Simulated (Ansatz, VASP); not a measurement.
ZrB2 in VASP and in Ansatz

The input INCAR:

```
SYSTEM = ZrB2
PREC     = Accurate       ! precision mode
ENCUT    = 520            ! plane-wave cutoff, eV
EDIFF    = 1E-8           ! SCF threshold, eV
ISMEAR   = -1             ! smearing method
SIGMA    = 0.05           ! smearing width, eV
LREAL    = .FALSE.        ! projectors in reciprocal space
LASPH    = .TRUE.         ! aspherical terms in the spheres
NELM     = 100            ! most SCF steps
ALGO     = Normal         ! electronic algorithm
ISIF     = 2              ! what is computed and relaxed
LWAVE    = .FALSE.        ! write WAVECAR
LCHARG   = .FALSE.        ! write CHGCAR
GGA      = CA             ! functional
LEFG     = .TRUE.       
NBANDS   = 16             ! bands
```

The input KPOINTS:

```
Automatic mesh
0
G
  17 17 13
  0 0 0
```

Contents of POSCAR:

```
ZrB2
1.0
    3.1700000000      0.0000000000      0.0000000000
   -1.5850000000      2.7453005300      0.0000000000
    0.0000000000      0.0000000000      3.5330000000
Zr B
1 2
Direct
    0.0000000000      0.0000000000      0.0000000000
    0.3333333333      0.6666666667      0.5000000000
    0.6666666667      0.3333333333      0.5000000000
```

Input for Ansatz:

```yaml
crystal:
  lattice:
    - [3.17, 0.0, 0.0]
    - [-1.585, 2.74530053, 0.0]
    - [0.0, 0.0, 3.533]
  atoms:
    - { symbol: Zr, position: [0.0, 0.0, 0.0] }
    - { symbol: B, position: [0.3333333333, 0.6666666667, 0.5] }
    - { symbol: B, position: [0.6666666667, 0.3333333333, 0.5] }
kpoints:
  mp_grid: { grid: [17, 17, 13] }
scf:
  occupations: { method: fermi_dirac, width: 0.05 }
hamiltonian:
  xc: lda
  pseudopotentials: { kind: paw }
output:
  forces: true
  stress: true
  populations: true
  efg:
    quadrupole_moments_barn: { Zr: -0.176, B: 0.04059 }
    contact_densities: true
```

Alike in both runs: task electric field gradients; functional LDA; k mesh 17 × 17 × 13; occupations fermi-dirac, width 0.05 eV; no spin polarisation.

|  | VASP | Ansatz |
| --- | --- | --- |
| version | VASP 6.6.1 | Ansatz 0.2.0 |
| potentials or method | VASP PAW LDA potentials, release 64 (Zr_sv, B) | plane-wave PAW, scalar-relativistic |
| plane-wave cutoff (eV) | 520 | 420 |
| valence electrons in the cell | 18 | 18 |

|  | VASP | Ansatz | Ansatz less VASP |
| --- | --- | --- | --- |
| pressure (GPa) | -8.4 | -8.8 | -0.44 |
| largest component of the traceless stress (GPa) | 0.27 | 0.23 | -0.039 |
| Vzz of the field gradient on the site that differs most (V/Å²) | 45.7 | 48.3 | +2.58 |

Ansatz warned: «gradients_without_spin_orbit».
